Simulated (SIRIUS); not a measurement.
Runs of SIRIUS 7.10.0 on HfB2. The structure is hexagonal, space group P6/mmm (No. 191). Conventional cell: a = 3.140 Å, b = 3.140 Å, c = 3.480 Å, α = 90.00°, β = 90.00°, γ = 120.00°. Hf (site symmetry 6/mmm) has 12 B at 2.51 Å as nearest neighbours. B (site symmetry -6m2) has 3 B at 1.81 Å as nearest neighbours. 

```csv
task,level,potentials or basis,cell,k mesh,cutoff (eV),energy tol,density tol,mixer,mixing beta,max scf,mesh quality,gap on the mesh (eV),pressure (GPa),V0 of scaled cells (Å³/atom),relaxed volume (Å³/atom),B0 (GPa)
eos task,PBE,SG15 1.2 PBE (norm-conserving),as given,5 × 5 × 4,1102,1e-08 Ha,1e-06,anderson,0.7,100,coarse,-,-,9.95,-,250
eos task,PBE,PseudoDojo 0.4.1 PBE standard (scalar relativistic),as given,5 × 5 × 4,1054,1e-08 Ha,1e-06,anderson,0.7,100,coarse,-,-,9.98,-,251
relaxation of cell and atoms,PBEsol+D3(BJ),PseudoDojo 0.4.1 PBE standard (scalar relativistic),relaxed,5 × 5 × 4,1054,1e-08 Ha,1e-06,anderson,0.7,100,coarse,none,-0.1,-,(a),-
single point,PBEsol,PseudoDojo 0.4.1 PBEsol standard (scalar relativistic),as given,10 × 10 × 8,1054,1e-08 Ha,1e-06,anderson,0.7,100,not flagged,none,-3.6,-,-,-
relaxation of cell and atoms,PBEsol+D3,PseudoDojo 0.4.1 PBE standard (scalar relativistic),relaxed,5 × 5 × 4,1054,1e-08 Ha,1e-06,anderson,0.7,100,coarse,none,-0.1,-,9.68,-
eos task,PBEsol,PseudoDojo 0.4.1 PBE standard (scalar relativistic),as given,5 × 5 × 4,1054,1e-08 Ha,1e-06,anderson,0.7,100,coarse,-,-,(d),-,262
relaxation of cell and atoms,PBEsol,PseudoDojo 0.4.1 PBE standard (scalar relativistic),relaxed,5 × 5 × 4,1054,1e-08 Ha,1e-06,anderson,0.7,100,coarse,none,0.0,-,9.79,-
eos task,LDA,PseudoDojo 0.4.1 PBE standard (scalar relativistic),as given,5 × 5 × 4,1054,1e-08 Ha,1e-06,anderson,0.7,100,coarse,-,-,9.69,-,(c)
eos task,PBE,GBRV 1.5 PBE (ultrasoft),as given,5 × 5 × 4,557,1e-08 Ha,1e-06,anderson,0.7,100,coarse,-,-,9.98,-,252
equation of state,PBEsol,PseudoDojo 0.4.1 PBEsol standard (scalar relativistic),as given,10 × 10 × 8,1054,-,-,-,-,-,not flagged,-,-,9.77,-,(b)
eos task,PBE,SSSP 1.3.0 PBE efficiency,as given,5 × 5 × 4,828,1e-08 Ha,1e-06,anderson,0.7,100,coarse,-,-,9.98,-,251
```

Alike in all rows: no spin polarisation; smearing fermi-dirac 0.05 eV.

Q: Fill in the values left out.

A: (a) 9.58; (b) 263; (c) 269; (d) 9.80.

Caveats: some runs use coarse meshes; the cell was scaled at fixed shape and fractional positions, which overstates the stiffness of a crystal with free parameters, most of all of layers and chains (some runs); the potentials were made for another functional, which shifts forces and pressure (some runs); pairwise dispersion overbinds metals, which lowers pressure and volume (some runs).

A k mesh can miss the band edges, and the runs leave out spin-orbit coupling on Hf.

A gap of «none» marks a metal or a gap under the smearing width.

The runs were made with more than one version of the program.
